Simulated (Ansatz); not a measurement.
A run of Ansatz 0.2.0:

The input input.yaml:

```yaml
crystal:
  lattice:
    - [-1.9814305318, 1.9814305318, 1.9814305318]
    - [1.9814305318, -1.9814305318, 1.9814305318]
    - [1.9814305318, 1.9814305318, -1.9814305318]
  atoms:
    - { symbol: Bi, position: [0.0, 0.0, 0.0] }
kpoints:
  mp_grid: { grid: [7, 7, 7] }
  band_path:
    path:
      - [0.0, 0.0, 0.0]
      - [0.5, -0.5, 0.5]
      - [0.0, 0.0, 0.5]
      - [0.0, 0.0, 0.0]
      - [0.25, 0.25, 0.25]
      - [0.5, -0.5, 0.5]
    npoints: 8
scf:
  occupations: { method: tetrahedron_uncorrected }
hamiltonian:
  xc: rpbe
  dispersion: d3bjatm
  pseudopotentials: { kind: all_electron, lapw: { basis_error: 0.001 } }
magnetization:
  noncollinear: true
  spin_orbit: true
output:
  forces: true
  stress: true
  eigenvalues: true
```

Potentials or basis: all-electron LAPW, relativistic spinors.

Command:

```sh
$ ansatz run input.yaml --threads 1 --pin off --max-ram 2560MiB --backend cpu --events-out ev --progress --plain --runs-dir out
```

Hardware: 1 thread of Intel(R) Xeon(R) 6975P-C (Granite Rapids) (shared host).

**Question.** How long does it take, and how much memory?

**Answer.** Wall time 15 s on 1 thread of Intel(R) Xeon(R) 6975P-C (Granite Rapids) (shared host), peak memory 0.39 GiB. Counts: scf iterations 7, plane waves 141, k points 20, bands 46.
